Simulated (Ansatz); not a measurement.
# Two-dimensional strain map in Ti2C

Method: Ansatz 0.2.0, DFT r2SCAN, scalar-relativistic, plane waves, PAW. Settings: plane waves to 500 eV, k-mesh 18×18×18 (Γ-centred), Gaussian smearing 0.15 eV. No spin polarisation. Energies are free energies at this smearing, counted from the undisturbed cell; pressure is positive in compression.

Zero of the scan (relaxed at this level; with this scan's settings it stands at 0.1 GPa; it needn't be the usual structure):

```
Ti C
1.0
     1.53898    0.88853    4.82086
    -1.53898    0.88853    4.82086
     0.00000   -1.77706    4.82086
Ti C
2 1
Direct
  0.24521 0.24521 0.24521
  0.75479 0.75479 0.75479
  0.50000 0.50000 0.50000
```

The cell is strained by p along both x and y and by q along z, fractional coordinates fixed. Points are written (p, q).

Energy above the undisturbed cell in meV/atom (a dash: not computed):

```csv
p \ q,-0.050,-0.025,0.000,0.025,0.050
-0.050,207.9,147.5,109.2,?,90.9
-0.025,91.3,–,26.0,–,34.6
0.000,36.8,9.0,0.0,–,?
0.050,77.0,–,?,–,153.0
```

(1) Fill in the withheld energies.

Results:

(1) (-0.050, 0.025): 91.0; (0.000, 0.050): 31.5; (0.050, 0.000): 86.6.